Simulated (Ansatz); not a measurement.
# One structure type (Fm-3m), one member withheld

Computed with DFT, PBE, all-electron LAPW, scalar-relativistic (Ansatz 0.2.0).

All cells have space group Fm-3m and are held fixed (conventional cell and sites). Prototypes and MP cells are computed structures that needn't be known or stable phases of these compounds. Gaps are the smallest over the k mesh and a high-symmetry path; Bader charges come from PAW runs of the same cells. Open d or f shells run without spin or U come out metallic where the real compound may not be. Semilocal functionals give too small gaps and can close them; gaps under 0.4 eV may also close off the mesh. Rows with a moment start ferromagnetic; other orders may lie lower, and can open a gap.

Spin–orbit coupling is left out, though it moves levels of the heavy atoms by tenths of an eV or more.

Semilocal functionals without a Hubbard term describe localised f shells poorly; where the shell is localised, the real material differs.

CuO: a = 4.25 Å, b = 4.25 Å, c = 4.25 Å; Cu 4a (0.000 0.000 0.000), O 4b (0.500 0.000 0.000); 16×16×16 mesh, smearing 0.08 eV, rocksalt type, relaxed by us
MnO: a = 4.44 Å, b = 4.44 Å, c = 4.44 Å; Mn 4a (0.000 0.000 0.000), O 4b (0.500 0.000 0.000); 16×16×16 mesh, smearing 0.05 eV, COD 1514105, reported
CdO: a = 4.70 Å, b = 4.70 Å, c = 4.70 Å; Cd 4a (0.000 0.000 0.000), O 4b (0.500 0.000 0.000); 11×11×11 mesh, smearing 0.01 eV, COD 9006671, reported
CaO: a = 4.90 Å, b = 4.90 Å, c = 4.90 Å; Ca 4a (0.000 0.000 0.000), O 4b (0.500 0.000 0.000); 11×11×11 mesh, smearing 0.02 eV, COD 9006719, measured, may be off
EuO: a = 5.14 Å, b = 5.14 Å, c = 5.14 Å; Eu 4a (0.000 0.000 0.000), O 4b (0.500 0.000 0.000); 14×14×14 mesh, smearing 0.03 eV, COD 9008633, reported
MgO: a = 4.27 Å, b = 4.27 Å, c = 4.27 Å; Mg 4a (0.000 0.000 0.000), O 4b (0.500 0.000 0.000); 10×10×10 mesh, smearing 0.01 eV, COD 9006462, measured, may be off

| compound | P (GPa) | gap (eV) | cell moment (μB) | Bader charges (e) |
| --- | --- | --- | --- | --- |
| MnO | -0.1 | none | 4.8 | Mn +1.38, O -1.38 |
| CdO | 6.3 | none | unpolarised run | Cd +1.18, O -1.18 |
| CaO | -4.0 | 3.66 | unpolarised run | Ca +1.49, O -1.49 |
| EuO | -4.0 | none | 7.0 | Eu +1.44, O -1.44 |
| MgO | -1.6 | 4.35 | unpolarised run | Mg +1.72, O -1.72 |

(1) Predict the row of CuO (its pressure aside) (no spin polarisation).

Answers

(1) Gap (eV): none, Bader charges (e): Cu +1.06, O -1.06.
